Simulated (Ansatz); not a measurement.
Write a Python script for Ansatz 0.2.0, Python API that makes a comparison of enthalpies under pressure of two structures of Nb. Level of theory (first run): PBE, PAW, cutoff 550 eV, 20×20×20 k-points, Fermi-Dirac smearing of 0.1 eV.

`run_transition.py`:
```python
# -*- coding: utf-8 -*-
"""Pressure at which two phases of Nb cross."""

import csv
import warnings

import ansatz
import numpy as np

SETTINGS = {
    "xc": "PBE",
    "ecut": 550,
    "k_spacing": 0.14,
    "filling": "fermi_dirac",
    "smearing_width": 0.1,
}

PHASES = {
    "Im-3m": (
        [[-1.66395, 1.66395, 1.66395], [1.66395, -1.66395, 1.66395], [1.66395, 1.66395, -1.66395]],
        [
            ("Nb", [0.0, 0.0, 0.0]),
        ],
    ),
    "Fm-3m": (
        [[0.0, 2.115, 2.115], [2.115, 0.0, 2.115], [2.115, 2.115, 0.0]],
        [
            ("Nb", [0.0, 0.0, 0.0]),
        ],
    ),
}


def build(vectors, sites):
    crystal = ansatz.Crystal(lattice=ansatz.Lattice.of(vectors))
    for symbol, position in sites:
        crystal = crystal.atom(symbol, position)
    return crystal


def ground_state(name, crystal, pressure=0.0):
    calc = (
        crystal.calculation()
        .functional(SETTINGS["xc"])
        .basis(SETTINGS["ecut"])
        .kpoints(spacing=SETTINGS["k_spacing"])
        .occupations(SETTINGS["filling"], width=SETTINGS["smearing_width"])
    )
    calc = calc.relax(force_tolerance=0.03, max_steps=60, cell=True, pressure=pressure)
    return calc.run()


def volume_per_atom(outcome):
    return abs(np.linalg.det(outcome.lattice.cell_ang)) / len(outcome.lattice.sites)


def main():
    warnings.simplefilter("ignore", ansatz.DeckWarning)

    phases = {name: build(*cell) for name, cell in PHASES.items()}

    # H = E + PV, with 1 eV per cubic angstrom equal to 160.2 GPa
    pressures = [0, 15, 30, 45]
    enthalpy, volume = {name: [] for name in phases}, {name: [] for name in phases}
    for p in pressures:
        for name, crystal in phases.items():
            o = ground_state(name, crystal, pressure=p)
            volume[name].append(volume_per_atom(o))
            enthalpy[name].append(o.report["energy_sigma0_ev"] / len(o.lattice.sites) + p * volume[name][-1] / 160.21766)
    gap = np.array(enthalpy["Fm-3m"]) - np.array(enthalpy["Im-3m"])
    rows = [(p, va, vb, 1000 * d) for p, va, vb, d in zip(pressures, volume["Im-3m"], volume["Fm-3m"], gap)]
    with open("transition.csv", "w", newline="") as handle:
        writer = csv.writer(handle)
        writer.writerow(["P (GPa)", "V Im-3m (A^3/atom)", "V Fm-3m (A^3/atom)", "H(Fm-3m) - H(Im-3m) (meV/atom)"])
        writer.writerows([round(v, 4) if isinstance(v, float) else v for v in row] for row in rows)
    print(open("transition.csv").read())
    crossings = [p0 - g0 * (p1 - p0) / (g1 - g0) for p0, p1, g0, g1 in zip(pressures, pressures[1:], gap, gap[1:]) if g0 * g1 < 0]
    print("crossing near", [round(float(p), 1) for p in crossings], "GPa") if crossings else print("no crossing in this range")


if __name__ == "__main__":
    main()
```

```console
$ python run_transition.py
P (GPa),V Im-3m (A^3/atom),V Fm-3m (A^3/atom),H(Fm-3m) - H(Im-3m) (meV/atom)
0,18.1512,18.7793,323.6783
15,16.8068,17.3399,378.674
30,15.8202,16.279,425.6302
45,15.0396,15.4411,466.0686

no crossing in this range
```

Notes:
- No spin polarisation was allowed.
- At a fixed pressure a relaxation lowers the enthalpy F + PV, while F alone can rise.
- Of the deposited cell: the entry's cell lengths or inner coordinates differ somewhat from later room-temperature determinations.
- The cells come from databases of deposited and of computed structures, and not all need be stable phases.
- Only these two structures are compared, at zero temperature and with their symmetry kept; either may be hypothetical, and another phase may be lower than both. Differences under 10 to 15 meV an atom lie within the error of mesh and functional.
- Run time: 120 s on 1 thread of Arm Neoverse V1, with other jobs on the host, peak memory 0.46 GiB.
